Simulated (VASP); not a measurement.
Input of a VASP 6.6.1 run:

File POSCAR:

```
CsSnBr3                                 
1.0
    5.7688234712      0.0000000000      0.0000000000
    0.0000000000      5.7688234712      0.0000000000
    0.0000000000      0.0000000000      5.7688234712
  Cs              Sn              Br            
     1     1     3
Direct
     0.0000000000000000    0.0000000000000000    0.0000000000000000
     0.5000000000000000    0.5000000000000000    0.5000000000000000
     0.5000000000000000    0.0000000000000000    0.5000000000000000
     0.5000000000000000    0.5000000000000000    0.0000000000000000
     0.0000000000000000    0.5000000000000000    0.5000000000000000
```

INCAR.step1

```
ALGO = Normal ; EDIFF = 1E-8
ENCUT = 500 ; GGA = PE
ISMEAR = 0 ; LASPH = T
LCHARG = F ; LREAL = F
LWAVE = T ; NELM = 80
PREC = Accurate ; SIGMA = 0.01
```

File INCAR.step2:

```
ALGO = Exact ; EDIFF = 1E-8
ENCUT = 500 ; GGA = PE
ISMEAR = 0 ; ISTART = 1
LASPH = T ; LCHARG = F
LOPTICS = T ; LREAL = F
LWAVE = T ; NBANDS = 769
NELM = 1 ; PREC = Accurate
SIGMA = 0.01
```

Contents of INCAR.step3:

```
ALGO = EVGW0 ; EDIFF = 1E-8
ENCUT = 500 ; ENCUTGW = 150
GGA = PE ; ISMEAR = 0
ISTART = 1 ; LASPH = T
LCHARG = F ; LREAL = F
LWAVE = F ; NBANDS = 772
NBANDSGW = 30 ; NELMGW = 1
NOMEGA = 48 ; PREC = Accurate
PRECFOCK = Fast ; SIGMA = 0.01
```

The input KPOINTS:

```
k-points
0
Gamma
  2 2 2
```

Potentials or basis: VASP PAW PBE potentials, release 64 (Cs_sv_GW, Sn_d_GW, Br_GW).

Launch:

```console
$ cat potpaw_PBE.64/Cs_sv_GW/POTCAR potpaw_PBE.64/Sn_d_GW/POTCAR potpaw_PBE.64/Br_GW/POTCAR > POTCAR
$ cp INCAR.step1 INCAR
$ mpirun -np 4 vasp_std > vasp.out
$ cp INCAR.step2 INCAR
$ mpirun -np 4 vasp_std > vasp.out
$ cp INCAR.step3 INCAR
$ mpirun -np 4 vasp_std > vasp.out
```

(1) What does it give for the quasiparticle gap?

(2) Estimate the least direct quasiparticle gap.

(3) Predict the band gap on the k mesh, mean-field level.

## Answers

(1) 0.99 eV.

(2) 0.99 eV.

(3) 0.25 eV, direct.

Caveat: the k mesh is coarse (spacing up to 0.54 Å⁻¹), so the values aren't converged; bands, screening cutoff and mesh are small and nothing is extrapolated, so the quasiparticle values aren't converged; spin-orbit coupling is left out, which moves the levels of the heavy elements.
